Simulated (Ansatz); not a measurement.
## Cs (P6_3/mmc): electronic heat capacity and spin susceptibility from the density of states

Level of theory: DFT PBE, scalar-relativistic, plane waves, PAW in Ansatz.

Settings: cutoff 420 eV, Γ-centred mesh 9×9×6 on the computed 2-atom cell, Gaussian smearing of 0.10 eV; no spin polarisation.

Relaxed cell: P6_3/mmc, a = 5.460 Å, b = 5.460 Å, c = 9.038 Å, α = 90.00°, β = 90.00°, γ = 120.00°, 2 atoms in the primitive cell. This form isn't the element's structure at ambient conditions.

The density of states at the Fermi level is 2.848 states/eV in the cell of 2 atoms (2 formula units; both spins, tetrahedra on a 14×14×9 mesh).

Question: What Sommerfeld coefficient and Pauli susceptibility does this give?

Answer: Per formula unit N(E_F) = 1.424 states/eV. γ = (π²/3) k_B² N(E_F) N_A = 2.357 mJ/(mol K²) per state/eV, so γ = 3.4 mJ/(mol K²), a mole of formula units. χ_P = μ_B² N(E_F) N_A = 3.23×10⁻⁵ emu/mol per state/eV gives 4.6×10⁻⁵ emu/mol. This is the bare band result: a measured γ of the same phase is as a rule larger by a factor 1 + λ from phonons and spin fluctuations, the spin part of χ is larger by the Stoner factor, and a measured χ also holds orbital and core terms. N(E_F) at one energy is sensitive to the mesh where the density of states has sharp peaks.

Spin-orbit coupling is left out, which matters for the bands of heavy elements.

Cost: 1 run of about 0.61 core-minutes, on Arm Neoverse V1 (shared hosts).